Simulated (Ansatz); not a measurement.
# Nb2COS MXene bilayer (AA) in a perpendicular field, part 2 of 4

Wanted: the out-of-plane response of the Nb2COS MXene bilayer (AA). A positive field points along +c.

Ansatz 0.2.0; plane-wave DFT, LDA, Ansatz PAW (set soft_1); PAW set soft_1.

So far. Step 2 (Relaxation): The lattice constant a goes from 3.151 to 3.148 Å.

**3. Atoms held, field 0**

A sawtooth potential applies the field, turning back in the middle of the vacuum. With the dipole correction the typed value is the field outside the slab. The induced dipole is small, so the SCF threshold is tight.

The cell differs from the one that the last finished run ended in (c 58.367 → 30.919 Å).

input.yaml

```yaml
crystal:
  lattice:
    - [3.148376353, 0.0, 0.0]
    - [-1.5741881765, 2.7265739024, 0.0]
    - [0.0, 0.0, 30.9192622485]
  atoms:
    - { symbol: S, position: [0.3333333333, 0.6666666667, 0.2910806839] }
    - { symbol: Nb, position: [0.6666666667, 0.3333333333, 0.3445894313] }
    - { symbol: C, position: [0.0, 0.0, 0.3839797526] }
    - { symbol: Nb, position: [0.3333333333, 0.6666666667, 0.4235922261] }
    - { symbol: O, position: [0.6666666667, 0.3333333333, 0.4564431599] }
    - { symbol: S, position: [0.3333333333, 0.6666666667, 0.5435278701] }
    - { symbol: Nb, position: [0.6666666667, 0.3333333333, 0.5970218813] }
    - { symbol: C, position: [0.0, 0.0, 0.6364160963] }
    - { symbol: Nb, position: [0.3333333333, 0.6666666667, 0.6760061628] }
    - { symbol: O, position: [0.6666666667, 0.3333333333, 0.7089193161] }
kpoints:
  mp_grid: { grid: [18, 18, 1] }
  band_path:
    path: [[0, 0, 0], [0.5, 0, 0], [0.33333333, 0.33333333, 0], [0, 0, 0]]
    npoints: 16
hamiltonian:
  xc: lda
  pseudopotentials: { kind: paw, azcp: { folder: soft_1 }, xc_functional: pbe }
scf:
  occupations: { method: fermi_dirac, width: 0.02585 }
  convergence: { dr2_threshold: 1.0e-10 }
efield:
  axis: 3
  dipole_correction: true
  ramp_position: 0.97
  ramp_width: 0.06
  amplitude: 0
output:
  dos: { projected: true, e_range: [-6, 5] }
  bader: true
  write_potential: true
  write_density: true
  volumetric_format: npy
  elf: true
```

On the command line:

```bash
$ ansatz run input.yaml --threads 4 --pin off --max-ram 6144MiB --backend cpu --events-out ev --progress --plain --runs-dir out
```

Numbers of over 12 decimals in the logs are rounded to 6 here.

Log:

```text
[...]
Crystal: 10 atoms, lattice volume = 265.420 Å³
Basis set: ecut = 420 eV, 5143 PW (Γ)
Bands: 52, of which v1, the nominal top of the filled ones, is band 42 counted from 1 (41 counted from 0)
Symmetry: 6 space group operations
[...]
k-points: 37 of 324 (time reversal used)
[...]
SCF iter   1: F=—  HF=-21129.066633 eV  |F-HF|=—  |Δ(HF+E_count)|=         —  Δρ=1.23e-1  dr2=5.48e1  ethr=3.10e-3  p=0.000 e·Å  D=1.23e-8 V/Å  ΔV_dip=-0.00 eV  dr2_dipole=1.12e-1  V_vac-E_F(+/−)=6.89/6.89 eV  ⟨swp⟩=9.3  Hψ=10183  notcnv=0
efield: sawtooth ramp at fractional position 0.9700 (set: `efield.ramp_position`, or a place that a band, a saddle search or an elastic batch's reference lends), width 0.0600; the density the first Hamiltonian is built on has a dipole p = 0.000 e·Å; the dipole correction subtracts the counter field D = 1.23e-8 V/Å, which shifts the + side's vacuum level by -0.00 eV against the − side's; the planar-averaged density in the ramp window peaks in size at 1.8e-6 e/Å³
[...]
SCF iter   2: F=—  HF=-21133.712626 eV  |F-HF|=—  |Δ(HF+E_count)|=    4.65e0  Δρ=1.74e-1  dr2=9.14e1  ethr=3.10e-3  p=0.008 e·Å  D=5.34e-3 V/Å  ΔV_dip=-0.16 eV  dr2_dipole=7.01e-4  V_vac-E_F(+/−)=4.24/4.41 eV  ⟨swp⟩=6.2  Hψ=6550  notcnv=0  defer=129
[...]
SCF iter  14: F=-21114.198241 eV  HF=-21114.198241 eV  |F-HF|=1.20e-10  |Δ(HF+E_count)|=  7.28e-11  Δρ=6.36e-8  dr2=1.22e-11  ethr=1.00e-12  p=-0.004 e·Å  D=-2.87e-3 V/Å  ΔV_dip=0.09 eV  dr2_dipole=1.87e-13  V_vac-E_F(+/−)=5.80/5.71 eV  ⟨swp⟩=13.7  Hψ=6790  notcnv=0
SCF 1 converged in 14 iterations: F = -21114.198241 eV  dr2 = 1.22e-11
[...]
NSCF: frozen V_eff on 49 k-points
efield: sawtooth ramp at fractional position 0.9700 (kept from the solve that this one continues, or follows in the run), width 0.0600; the density the first Hamiltonian is built on has a dipole p = -0.004 e·Å; the dipole correction subtracts the counter field D = -2.87e-3 V/Å, which shifts the + side's vacuum level by +0.09 eV against the − side's; the planar-averaged density in the ramp window peaks in size at 1.2e-6 e/Å³
[...]
SCF converged after 14 iterations
Free energy (F): -21114.198241 eV
[...]
Internal energy: -21114.192598 eV  (E = F + TS)
E sigma→0 (E₀):  -21114.195420 eV
Entropy (-TS):   -0.005644 eV (-0.564 meV/atom)
Fermi energy:    3.996879 eV
Dipole field:    D = -0.002874 V/Å  (p = -0.004216 e·Å, saw-weighted, corrected)
Work function:   Φ+ = 5.7953 eV   Φ− = 5.7065 eV
Levels:          The Fermi level and band energies are counted from a zero that moves with the ramp; work functions are not
[...]
--- Band table (eV; the first three rows and the last of 37) ---
  k-point 0: bands = [... 38 lower, 3.2247, 3.2247, 3.6315, 3.6315, 3.6498, 3.6498, 3.7862, 3.9650, ... 6 higher]
  k-point 1: bands = [... 38 lower, 2.9462, 2.9719, 3.5414, 3.5830, 3.8924, 3.9292, 4.1133, 4.2389, ... 6 higher]
  k-point 2: bands = [... 38 lower, 2.6348, 2.6588, 3.2901, 3.3505, 4.1988, 4.2449, 4.4948, 4.6357, ... 6 higher]
  k-point 36: bands = [... 38 lower, 0.6866, 0.7381, 4.4915, 4.5326, 4.6224, 4.8418, 5.4588, 5.4889, ... 6 higher]
--- Bader charges: 10 sites ---
  site symbol  charge [e]  shift [e]
     0      S     -0.7390     0.0012
     1     Nb      1.5928     0.0016
     2      C     -1.7457     0.0007
     3     Nb      2.0473     0.0011
     4      O     -1.1645     0.0014
     5      S     -0.7287     0.0012
     6     Nb      1.5907     0.0016
     7      C     -1.7455     0.0007
     8     Nb      2.0499     0.0011
     9      O     -1.1573     0.0014
  estimated error of the sums over rays = 7.2e-4 e
```

Run time: 54 s. Hardware: 4 threads of Arm Neoverse V1, shared host; peak memory 0.96 GiB.

In the SCF lines HF is the Harris–Foulkes energy and dr2 the Hartree energy of the density residual, in eV; the loop may stop once dr2 is under the threshold and the program's other checks hold. Hψ counts applications of the Hamiltonian.

Numbers from this step:

```
energy at zero smearing        : -21114.1954 eV
work function, upper face      : 5.795 eV
work function, lower face      : 5.706 eV
dipole along the normal        : -0.004216 e·Å
step between the vacuum levels : 0.08883 eV
```

Running mean over a fixed 2.7 Å (it still follows the layers) of the planar mean; the ramp of the sawtooth is left out. Electron's electrostatic potential energy less the Fermi level against z:

```
z (Å)  electron's electrostatic potential energy less the Fermi level (eV)
    4                                                                 5.71
    5                                                                 5.70
    6                                                                 5.67
    7                                                                 4.90
    8                                                                0.191
    9                                                                -5.11
   10                                                                -11.4
   11                                                                -12.0
   12                                                                -13.5
   13                                                                -12.6
   14                                                                -7.97
   15                                                               -0.867
   16                                                                -1.10
   17                                                                -6.70
   18                                                                -11.5
   19                                                                -12.4
   20                                                                -13.4
   21                                                                -12.1
   22                                                                -6.37
   23                                                                 1.94
   24                                                                 5.60
   25                                                                 5.79
   26                                                                 5.80
   27                                                                 5.80
```

The density of states has structure finer than the step of the table below, so its rows give means over 0.25 eV, whole bins alone (the curve runs from -6 to 1.99 eV). Peaks (eV: height): -5.890: 19.7, -5.010: 13.9, -4.590: 16.3, -4.350: 12.7, -4.180: 11.9, -3.790: 17.5, 1.660: 14.1.

Table of density of states by energy, zero at the Fermi level; means over each step:

energy (eV), density of states (states/eV a cell) and a bar from the least value:
```
    -5.75        9.1 #####################
    -5.50        7.9 ##################
    -5.25        5.9 ############
    -5.00        9.9 #######################
    -4.75        7.8 ##################
    -4.50        9.2 #####################
    -4.25        8.3 ###################
    -4.00        7.1 ################
    -3.75       12.1 ##############################
    -3.50        6.5 ##############
    -3.25        2.8 ###
    -3.00        3.0 ####
    -2.75        4.1 #######
    -2.50        6.8 ###############
    -2.25        5.0 ##########
    -2.00        4.4 ########
    -1.75        3.4 #####
    -1.50        3.1 ####
    -1.25        3.2 ####
    -1.00        3.1 ####
    -0.75        3.6 ######
    -0.50        2.7 ###
    -0.25        1.6 
     0.00        2.9 ####
     0.25        3.5 #####
     0.50        2.6 ###
     0.75        3.0 ####
     1.00        3.2 ####
     1.25        6.6 ##############
     1.50        7.8 ##################
     1.75        8.9 #####################
```

Projected DOS per atom over height of the atomic layer and energy from the Fermi level. Layers: S Nb C Nb O S Nb C Nb O from below.

Values in states/eV, 22 rows by 10 columns, each cell a mean:
```
0.14 0.95 0.23 1.92 0.18 0.15 0.98 0.23 1.97 0.19
0.18 1.37 0.25 1.91 0.19 0.19 1.38 0.25 1.92 0.19
0.17 0.66 0.17 0.99 0.12 0.15 0.63 0.17 0.94 0.12
0.17 0.46 0.13 0.57 0.10 0.17 0.47 0.13 0.55 0.10
0.25 0.44 0.12 0.54 0.13 0.25 0.45 0.12 0.54 0.13
0.31 0.33 0.12 0.52 0.14 0.30 0.33 0.12 0.51 0.14
0.21 0.27 0.10 0.33 0.12 0.22 0.28 0.10 0.32 0.12
0.32 0.53 0.14 0.49 0.20 0.33 0.53 0.14 0.49 0.20
0.40 0.42 0.14 0.37 0.20 0.41 0.42 0.14 0.36 0.19
0.67 0.43 0.14 0.23 0.11 0.68 0.41 0.14 0.23 0.11
0.85 0.49 0.12 0.17 0.18 0.87 0.50 0.13 0.17 0.18
1.29 0.46 0.23 0.15 0.24 1.21 0.46 0.23 0.16 0.26
1.63 0.41 0.44 0.20 0.47 1.58 0.40 0.42 0.17 0.39
0.73 0.28 0.22 0.14 0.30 0.74 0.29 0.21 0.12 0.25
0.49 0.30 0.20 0.14 0.33 0.59 0.40 0.22 0.12 0.31
0.97 1.23 0.94 0.40 1.10 0.98 1.39 1.12 0.41 1.28
0.78 1.06 1.03 0.44 1.04 0.53 0.94 0.99 0.50 1.16
0.75 0.88 0.97 0.52 0.88 0.89 0.85 0.95 0.48 1.00
1.02 1.06 1.04 0.52 0.69 0.73 0.87 0.88 0.62 1.07
0.73 0.74 0.53 0.68 1.37 0.77 0.80 0.55 0.62 1.02
0.37 0.54 0.68 0.84 1.41 0.44 0.53 0.70 0.90 1.40
0.47 0.68 0.83 1.41 2.06 0.58 0.67 0.78 1.45 2.08
```
Columns: height of the atomic layer (Å) from 9 to 21.9 (not evenly spaced); rows upwards: energy from the Fermi level (eV) from -5.96 to 1.96.

The electronic bands at the labelled points (eV, zero at the Fermi level):

```
  point  band 39  band 40  band 41  band 42  band 43  band 44  band 45  band 46
      Γ    -0.77    -0.77    -0.37    -0.37    -0.35    -0.35    -0.21    -0.03
halfway    -1.65    -1.63    -1.49    -1.31     0.74     0.77     1.17     1.26
      M    -1.86    -1.75    -1.50    -1.45     1.14     1.22     2.02     2.03
halfway    -2.67    -2.53    -0.59    -0.48     1.37     1.41     1.49     1.57
      K    -3.31    -3.26     0.49     0.54     0.63     0.84     1.46     1.49
halfway    -2.11    -2.03    -0.52    -0.38    -0.13    -0.01     1.76     1.78
      Γ    -0.77    -0.77    -0.37    -0.37    -0.35    -0.35    -0.21    -0.03
```

Valence density in the ca plane at fractional y = 0.333, with atoms of Nb and O within 0.2 Å of it. It is the smooth field of the valence electrons, not physical close to the nuclei.

Ten steps, logarithmic in the rise over the least value, from '0' (0.0 e/Å³) to '9' (7.3 e/Å³), each cell a mean:
```
00000000000000000123334676543333455421112333
00000000000000000012236898743223688741011234
00000000000000000011236899743224699852011224
00000000000000000012235888743223588641112234
00000000000000000123334566433333455421122333
00000000000000001234443333444445432111123444
00000000000000001234443333444455432100134444
00000000000000001234443333444444433211123444
```
Columns run along c (16.0 Å, from fractional 0.06 to 0.58 of the cell), rows up along a (3.1 Å). Atoms in or near the plane, at fractional coordinates: Nb at (0.34, 0.67), O at (0.46, 0.67).

ELF in the ca plane at fractional y = 0.333, with atoms of Nb and O within 0.2 Å of it. It is the smooth field of the valence electrons, not physical close to the nuclei.

Values, 5 rows by 16 columns, each cell a mean:
```
0.12 0.38 0.36 0.59 0.31 0.19 0.61 0.58 0.11 0.39 0.40 0.55 0.30 0.20 0.69 0.59
0.02 0.12 0.42 0.51 0.30 0.23 0.62 0.72 0.05 0.13 0.50 0.52 0.22 0.32 0.62 0.73
0.13 0.38 0.37 0.59 0.30 0.19 0.61 0.58 0.12 0.39 0.41 0.55 0.29 0.21 0.68 0.60
0.45 0.74 0.50 0.25 0.55 0.27 0.21 0.13 0.38 0.74 0.41 0.29 0.53 0.26 0.21 0.14
0.46 0.76 0.51 0.25 0.56 0.27 0.19 0.12 0.39 0.76 0.42 0.29 0.54 0.25 0.18 0.12
```
Columns run along c (16.0 Å, from fractional 0.24 to 0.76 of the cell), rows up along a (3.1 Å). Atoms in or near the plane, at fractional coordinates: Nb at (0.34, 0.67), O at (0.46, 0.67), Nb at (0.60, 0.67), O at (0.71, 0.67).

Electrostatic potential energy in the ca plane at fractional y = 0.333, with atoms of Nb and O within 0.2 Å of it. With pseudopotentials it is smooth inside the atoms' cores, unlike the true potential.

Ten even steps from '0' (-42 eV) to '9' (10 eV), each cell a mean:
```
99999999999999999999886312588887877999999988
99999999999999999999983000168888621499999986
99999999999999999999972000068998500289999985
99999999999999999999984000268888722599999986
99999999999999999999887423688877778999999888
99999999999999999988788877888765678999998788
99999999999999999987788888887754578999998778
99999999999999999988888777888765688999998888
```
Columns run along c (16.0 Å, from fractional 0.06 to 0.58 of the cell; values clipped at the 3rd and 97th percentile), rows up along a (3.1 Å). Atoms in or near the plane, at fractional coordinates: Nb at (0.34, 0.67), O at (0.46, 0.67).

The work function of the upper face is 5.80 eV.

**4. Atoms held, field 0.05 V/Å**

input.yaml, as its differences from that of step 3:

```diff
@@ -32,6 +32,4 @@
   ramp_width: 0.06
-  amplitude: 0
+  amplitude: 0.05
 output:
-  dos: { projected: true, e_range: [-6, 5] }
-  bader: true
   write_potential: true
@@ -39,2 +37 @@
   volumetric_format: npy
-  elf: true
```

Log:

```text
[...]
Crystal: 10 atoms, lattice volume = 265.420 Å³
Basis set: ecut = 420 eV, 5143 PW (Γ)
Bands: 52, of which v1, the nominal top of the filled ones, is band 42 counted from 1 (41 counted from 0)
Symmetry: 6 space group operations
[...]
k-points: 37 of 324 (time reversal used)
[...]
k-point 0: bands = [... 38 lower, 3.2198, 3.2198, 3.6241, 3.6241, 3.6424, 3.6424, 3.7798, 3.9587, ... 6 higher]
  k-point 1: bands = [... 38 lower, 2.9392, 2.9653, 3.5341, 3.5765, 3.8854, 3.9224, 4.1070, 4.2323, ... 6 higher]
  k-point 2: bands = [... 38 lower, 2.6276, 2.6516, 3.2828, 3.3443, 4.1921, 4.2384, 4.4883, 4.6291, ... 6 higher]
  k-point 36: bands = [... 38 lower, 0.6739, 0.7313, 4.4846, 4.5262, 4.6165, 4.8362, 5.4518, 5.4830, ... 6 higher]
[key lines of the parts left out:]
SCF converged after 14 iterations
Free energy (F): -21114.198885 eV
Fermi energy:    3.990095 eV
Dipole field:    D = 0.020415 V/Å  (p = 0.029945 e·Å, saw-weighted, corrected)
```

It took 37 s on 4 threads; peak memory 0.9 GiB.

The dipole is 0.0299 e·Å, 0.0342 e·Å from its value without field.

**5. Single point, field -0.05 V/Å**

input.yaml, as its differences from that of step 4:

```diff
@@ -32,3 +32,3 @@
   ramp_width: 0.06
-  amplitude: 0.05
+  amplitude: -0.05
 output:
```

Log:

```text
[...]
Crystal: 10 atoms, lattice volume = 265.420 Å³
Basis set: ecut = 420 eV, 5143 PW (Γ)
Bands: 52, of which v1, the nominal top of the filled ones, is band 42 counted from 1 (41 counted from 0)
Symmetry: 6 space group operations
[...]
k-points: 37 of 324 (time reversal used)
[...]
k-point 0: bands = [... 38 lower, 3.2296, 3.2296, 3.6384, 3.6384, 3.6576, 3.6576, 3.7924, 3.9713, ... 6 higher]
  k-point 1: bands = [... 38 lower, 2.9529, 2.9786, 3.5484, 3.5895, 3.8991, 3.9360, 4.1194, 4.2454, ... 6 higher]
  k-point 2: bands = [... 38 lower, 2.6417, 2.6661, 3.2972, 3.3569, 4.2054, 4.2514, 4.5010, 4.6422, ... 6 higher]
  k-point 36: bands = [... 38 lower, 0.6990, 0.7449, 4.4981, 4.5390, 4.6282, 4.8473, 5.4655, 5.4948, ... 6 higher]
[key lines of the parts left out:]
SCF converged after 14 iterations
Free energy (F): -21114.199306 eV
Fermi energy:    4.003536 eV
Dipole field:    D = -0.026161 V/Å  (p = -0.038372 e·Å, saw-weighted, corrected)
```

Elapsed: 37 s, on 4 threads; peak memory 0.9 GiB.

The dipole is -0.0384 e·Å, -0.0342 e·Å from its value without field.

**6. Atoms held, field 0.1 V/Å**

input.yaml, as its differences from that of step 5:

```diff
@@ -30,5 +30,5 @@
   dipole_correction: true
-  ramp_position: 0.97
-  ramp_width: 0.06
-  amplitude: -0.05
+  ramp_position: 0.947
+  ramp_width: 0.0935
+  amplitude: 0.1
 output:
```

Log:

```text
[...]
Crystal: 10 atoms, lattice volume = 265.420 Å³
Basis set: ecut = 420 eV, 5143 PW (Γ)
Bands: 52, of which v1, the nominal top of the filled ones, is band 42 counted from 1 (41 counted from 0)
Symmetry: 6 space group operations
[...]
k-points: 37 of 324 (time reversal used)
[...]
k-point 0: bands = [... 38 lower, 3.2258, 3.2258, 3.6271, 3.6271, 3.6461, 3.6461, 3.7841, 3.9632, ... 6 higher]
  k-point 1: bands = [... 38 lower, 2.9429, 2.9697, 3.5375, 3.5810, 3.8890, 3.9265, 4.1114, 4.2365, ... 6 higher]
  k-point 2: bands = [... 38 lower, 2.6310, 2.6554, 3.2862, 3.3489, 4.1959, 4.2428, 4.4925, 4.6334, ... 6 higher]
  k-point 36: bands = [... 38 lower, 0.6719, 0.7353, 4.4883, 4.5307, 4.6213, 4.8414, 5.4555, 5.4880, ... 6 higher]
[key lines of the parts left out:]
SCF converged after 14 iterations
Free energy (F): -21114.201236 eV
Fermi energy:    3.994064 eV
Dipole field:    D = 0.043710 V/Å  (p = 0.064114 e·Å, saw-weighted, corrected)
```

Wall time 38 s (4 threads); peak memory 0.9 GiB.

The dipole is 0.0641 e·Å, 0.0683 e·Å from its value without field.

**7. Single point, field 0.2 V/Å**

input.yaml, as its differences from that of step 6:

```diff
@@ -32,3 +32,3 @@
   ramp_width: 0.0935
-  amplitude: 0.1
+  amplitude: 0.2
 output:
```

Log:

```text
[...]
Crystal: 10 atoms, lattice volume = 265.420 Å³
Basis set: ecut = 420 eV, 5143 PW (Γ)
Bands: 52, of which v1, the nominal top of the filled ones, is band 42 counted from 1 (41 counted from 0)
Symmetry: 6 space group operations
[...]
k-points: 37 of 324 (time reversal used)
[...]
k-point 0: bands = [... 38 lower, 3.2259, 3.2259, 3.6203, 3.6203, 3.6428, 3.6428, 3.7808, 3.9606, ... 6 higher]
  k-point 1: bands = [... 38 lower, 2.9380, 2.9670, 3.5320, 3.5786, 3.8839, 3.9236, 4.1082, 4.2334, ... 6 higher]
  k-point 2: bands = [... 38 lower, 2.6254, 2.6518, 3.2809, 3.3466, 4.1916, 4.2403, 4.4890, 4.6304, ... 6 higher]
  k-point 36: bands = [... 38 lower, 0.6560, 0.7318, 4.4836, 4.5284, 4.6190, 4.8403, 5.4507, 5.4865, ... 6 higher]
[key lines of the parts left out:]
SCF converged after 14 iterations
Free energy (F): -21114.211065 eV
Fermi energy:    3.990183 eV
Dipole field:    D = 0.090313 V/Å  (p = 0.132471 e·Å, saw-weighted, corrected)
```

Wall time 37 s (4 threads); peak memory 0.9 GiB; 2.4 min of CPU time.

The dipole is 0.132 e·Å, 0.137 e·Å from its value without field.

**8. Single point, field 0.3 V/Å**

input.yaml, as its differences from that of step 7:

```diff
@@ -30,6 +30,8 @@
   dipole_correction: true
-  ramp_position: 0.947
-  ramp_width: 0.0935
-  amplitude: 0.2
+  ramp_position: 0.9446
+  ramp_width: 0.0981
+  amplitude: 0.3
 output:
+  dos: { projected: true, e_range: [-6, 5] }
+  bader: true
   write_potential: true
@@ -37 +39,2 @@
   volumetric_format: npy
+  elf: true
```

Log:

```text
[...]
Crystal: 10 atoms, lattice volume = 265.420 Å³
Basis set: ecut = 420 eV, 5143 PW (Γ)
Bands: 52, of which v1, the nominal top of the filled ones, is band 42 counted from 1 (41 counted from 0)
Symmetry: 6 space group operations
[...]
k-points: 37 of 324 (time reversal used)
[...]
--- Bader charges: 10 sites ---
  site symbol  charge [e]  shift [e]
     0      S     -0.7521     0.0012
     1     Nb      1.5918     0.0015
     2      C     -1.7461     0.0007
     3     Nb      2.0477     0.0011
     4      O     -1.1645     0.0014
     5      S     -0.7284     0.0012
     6     Nb      1.5901     0.0016
     7      C     -1.7455     0.0007
     8     Nb      2.0550     0.0011
     9      O     -1.1480     0.0014
  estimated error of the sums over rays = 7.2e-4 e
[key lines of the parts left out:]
SCF converged after 14 iterations
Free energy (F): -21114.227731 eV
Fermi energy:    3.986294 eV
Dipole field:    D = 0.136938 V/Å  (p = 0.200861 e·Å, saw-weighted, corrected)
```

Wall time 55 s (4 threads); peak memory 0.94 GiB.

The dipole is 0.201 e·Å, 0.205 e·Å from its value without field.

(Continued in part 3 of 4.)

[Logs are printed without paths, hosts, clocks, repeated set-up lines and the standing remarks that a program may print on its own settings, such as how far it seeks lower states.]

[Hosts, paths, dates, database ids (printed as entryN), source tags and the programs' standing remarks are cut or masked in the printed files.]

[Maps of the electrostatic potential energy from Ansatz leave out the sawtooth potential of an applied field or a dipole correction, so their vacuum need not be flat; planar profiles and work functions include it.]

[The density of states shown here was stored with 400 of the rows of the run's finer table, so its peaks can read low, often by over a quarter, or be missed, and its means over a window can be off by a tenth or more.]
